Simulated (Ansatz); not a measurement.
The system is Al2O3.

```
Al O
1.0
     3.01748    0.00000    0.00000
    -1.50874    2.61322    0.00000
     0.00000    0.00000    7.57464
Al O
2 3
Direct
  0.00000 0.00000 0.72205
  0.00000 0.00000 0.27795
  0.00000 0.00000 0.50000
  0.66667 0.33333 0.80055
  0.33333 0.66667 0.19945
```

Measurements of this composition are mostly on another form, of space group No. 167.

Base run:

* Program: Ansatz 0.2.0
* Functional: LDA
* Potentials or basis: all-electron LAPW, scalar-relativistic
* Cutoff: 469 eV (chosen from the basis error)
* Basis error allowed: 0.002 eV/atom
* k mesh: 10 × 10 × 4
* Occupations: fermi-dirac, width 0.05 eV
* Spin: no spin polarisation

Its results: band gap on the k mesh 2.23 eV, direct; pressure -8.1 GPa; largest force 0.465 eV/Å.

**Question.** The run is repeated on the same cell with these changes: functional from LDA to PBEsol. What comes out?

**Answer.** Band gap on the k mesh 2.24 eV, direct; pressure -3.7 GPa; largest force 0.205 eV/Å.

PBEsol binds less tightly than LDA, so the same cell stands under more pressure.
